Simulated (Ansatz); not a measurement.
**BaTiO$_{3}$: pressure and gap against volume**

A database entry relaxed whole under r2SCAN (Pm-3m):

```
Ba Ti O
1.0
     3.99442    0.00000    0.00000
     0.00000    3.99442    0.00000
     0.00000    0.00000    3.99442
Ba Ti O
1 1 3
Direct
  0.50000 0.50000 0.50000
  0.00000 0.00000 0.00000
  0.50000 0.00000 0.00000
  0.00000 0.50000 0.00000
  0.00000 0.00000 0.50000
```

The cell was scaled uniformly, its shape held, and the atoms relaxed at each volume with plane-wave PAW DFT (Ansatz 0.2.0; r2SCAN, 500 eV, 8×8×8 Γ-centred mesh, fermi-dirac occupations of width 0.020 eV; no spin, no spin-orbit coupling). One row is withheld.

| volume (Å³/atom) | energy over the lowest (meV/atom) | pressure (GPa) | gap over mesh and path (eV) |
| --- | --- | --- | --- |
| 11.982 | 29.0 | 12.83 | 2.333 |
| 12.237 | 12.4 | 8.08 | 2.280 |
| 12.492 | 3.0 | 3.82 | 2.229 |
| 12.747 | 0.0 | 0.00 | 2.178 |
| 13.001 | 2.8 | -3.43 | 2.128 |
| 13.256 | ? | ? | ? |
| 13.511 | 23.3 | -9.25 | 2.030 |

Q: Fit the pressures of the other rows to the third-order Birch-Murnaghan form.

A: With f = [(V₀/V)^(2/3) − 1]/2 and P = 3B₀f(1 + 2f)^(5/2)[1 + 3(B₀′ − 4)f/2], least squares gives V₀ = 12.75 Å³ an atom, B₀ = 181 GPa and B₀′ = 4.5; the rows miss the fit by less than 0.01 GPa. The slope of the energies differs from these pressures by less than 0.05 GPa.

Q: How does the gap move with volume?

A: A parabola in ln(V/V₀) through the other rows has the slope dE_g/d ln V = -2.5 eV at V₀, so by B₀ the gap moves by +14 meV a GPa: it widens under pressure.

Q: What does the withheld row hold?

A: The fit gives -6.50 GPa at 13.256 Å³; the run gave -6.50 GPa and 10.7 meV an atom. Its gap is 2.078 eV, against 2.078 eV from the parabola.

Caveats: the shape of the cell was held; 0 K, fixed nuclei; the symmetry was kept, and this need not be the phase that is stable at 0 K; one mesh for all volumes; r2SCAN gaps lie as a rule under measured ones; the slope of the gap can be off by tens of per cent, more where shallow d levels or spin-orbit coupling act on the edges; pressure is positive in compression.
